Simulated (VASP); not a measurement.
VASP 6.6.1 run: GaN

INCAR

```
IBRION = -1
NELM = 72
ISMEAR = 1
ENCUT = 520
LREAL = .FALSE.
NSW = 0
LASPH = .TRUE.
LWAVE = .FALSE.
METAGGA = TPSS
PREC = Accurate
SIGMA = 0.3
NBANDS = 16
LCHARG = .FALSE.
EDIFF = 1E-7
ISIF = 2
```

KPOINTS

```
KPOINTS created by Atomic Simulation Environment
0
Gamma
10 10 10
0 0 0
```

POSCAR

```
Ga N
 1.0000000000000000
     0.0000000000000000    2.1717706912999999    2.0512806768999998
     2.1717706912999999    0.0000000000000000    2.0512806768999998
     2.1717706912999999    2.1717706912999999    0.0000000000000000
 Ga  N
   1   1
Cartesian
  0.0000000000000000  0.0000000000000000  0.0000000000000000
  2.1717706912999999  2.1717706912999999  2.0512806768999998
```

The recommended PBE PAW datasets give the neutral cell 18 valence electrons.

Command

```
mpirun -np 1 vasp_std
```

Task: Predict the outcome of this run.

Result: It converged. Results: gap between bands v and c on the k mesh 0.31 eV; least direct gap on the k mesh 2.25 eV; pressure -0.7 GPa. Band v is the last that the valence electrons fill when counted band by band, and c is the next.

OSZICAR

```
N       E                     dE             d eps       ncg     rms          rms(c)
DAV:   1     0.728550562687E+02    0.72855E+02   -0.94281E+03  3656   0.217E+03
DAV:   2    -0.128559930204E+02   -0.85711E+02   -0.79822E+02  3696   0.340E+02
DAV:   3    -0.179380510984E+02   -0.50821E+01   -0.50563E+01  4032   0.738E+01
DAV:   4    -0.179829433521E+02   -0.44892E-01   -0.44885E-01  4008   0.780E+00
DAV:   5    -0.179833932668E+02   -0.44991E-03   -0.44991E-03  4144   0.722E-01    0.600E+00
DAV:   6    -0.216386501541E+02   -0.36553E+01   -0.83807E+00  3744   0.394E+01    0.407E+00
DAV:   7    -0.212438355427E+02    0.39481E+00   -0.69636E-01  5096   0.121E+01    0.189E+00
DAV:   8    -0.211949384672E+02    0.48897E-01   -0.50042E-01  4552   0.101E+01    0.918E-01
DAV:   9    -0.211892412856E+02    0.56972E-02   -0.57260E-02  4104   0.363E+00    0.422E-01
DAV:  10    -0.211884474361E+02    0.79385E-03   -0.49201E-03  3704   0.577E-01    0.159E-01
DAV:  11    -0.211881717667E+02    0.27567E-03   -0.20480E-03  4416   0.586E-01    0.238E-02
DAV:  12    -0.211881862919E+02   -0.14525E-04   -0.15433E-04  3808   0.125E-01    0.231E-02
DAV:  13    -0.211881865027E+02   -0.21079E-06   -0.37768E-06  4056   0.226E-02    0.180E-02
DAV:  14    -0.211881843760E+02    0.21267E-05   -0.63853E-06  4464   0.426E-02    0.185E-03
DAV:  15    -0.211881849704E+02   -0.59447E-06   -0.37630E-07  3784   0.680E-03    0.397E-04
DAV:  16    -0.211881850576E+02   -0.87172E-07   -0.93428E-09  2048   0.106E-03
   1 F= -.21188185E+02 E0= -.21189416E+02  d E =0.369190E-02
```

Standard output (part)

```
POSCAR found type information on POSCAR GaN
 POSCAR found :  2 types and       2 ions
 LDA part: xc-table for (None), standard interpolation
 POSCAR, INCAR and KPOINTS ok, starting setup
 WAVECAR not read
 entering main loop
```

For comparison, a separate PBE run of the intended cell, on usual settings and not on those above, gives a gap of 0.14 eV on its mesh and a pressure of 2.8 GPa.
